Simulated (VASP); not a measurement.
Ir, 1 atom in the cell. The cell holds a sheet with vacuum, 1 atom: a = 2.452 Å, b = 2.452 Å, c = 23.800 Å, α = 90.00°, β = 90.00°, γ = 90.00°. The cell was built by a generator and needn't be a form met in nature.

| Quantity | Value |
| --- | --- |
| Program | VASP 6.6.1 |
| Task | work function |
| Functional | PBE |
| Potentials or basis | VASP PAW PBE potentials, release 64 (Ir) |
| Cutoff | 520 eV |
| k mesh | 11 × 11 × 1 |
| Occupations | gaussian, width 0.05 eV |
| Spin | no spin polarisation |
| Dipole correction | yes |
| Further INCAR settings | ALGO = Normal; EDIFF = 1e-06 |

Potentials or basis: VASP PAW PBE potentials, release 64 (Ir).

Run with:

```bash
$ cat potpaw_PBE.64/Ir/POTCAR > POTCAR
$ mpirun -np 1 vasp_std > vasp.out
```

Hardware: 1 thread of AMD EPYC 9R45 96-Core Processor (Zen 5), with other jobs on the host.

How long does it take, and how much memory?

It took 17 s on 1 thread of AMD EPYC 9R45 96-Core Processor (Zen 5) (shared host), peak memory 0.21 GiB. Counts: scf iterations 16, k points 21.
